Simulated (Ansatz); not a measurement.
## Pt under strain

The calculation used DFT r2SCAN, scalar-relativistic, plane waves, PAW (Ansatz 0.2.0). Settings: 500 eV cutoff, 18×18×14 k-mesh, Gaussian smearing of 0.10 eV, no spin polarisation.

Reference structure (relaxed):

```yaml
crystal:
  lattice:
    - [1.97011, 1.97011, 0.00000]
    - [-1.97011, 1.97011, 0.00000]
    - [0.00000, 0.00000, 3.94022]
  atoms:
    - { symbol: Pt, position: [0.00000, 0.00000, 0.00000] }
    - { symbol: Pt, position: [0.50000, 0.50000, 0.50000] }
```

Deformation: all cell vectors scaled alike, the atoms relaxed, all within the symmetry that the strain leaves. Energies are extrapolated to zero smearing.

Spin–orbit coupling is left out, which can shift energies with elements as heavy as these.

```tsv
strain (%)	ΔE (meV/atom)	a (Å)	b (Å)	c (Å)
-3.0	119.1	2.703	2.703	3.822
-2.0	50.3	2.730	2.730	3.861
-1.0	11.8	2.758	2.758	3.901
+0.0	0.0	2.786	2.786	3.940
+1.0	11.5	2.814	2.814	3.980
+2.0	43.4	2.842	2.842	4.019
+3.0	92.9	2.870	2.870	4.058
```

Task: What stiffness (1/V) d²E/dε² at zero strain does a cubic fit over all points give?

Result: A cubic fit gives (1/V) d²E/dε² = 2470 GPa at zero strain (nine times the bulk modulus at fixed shape).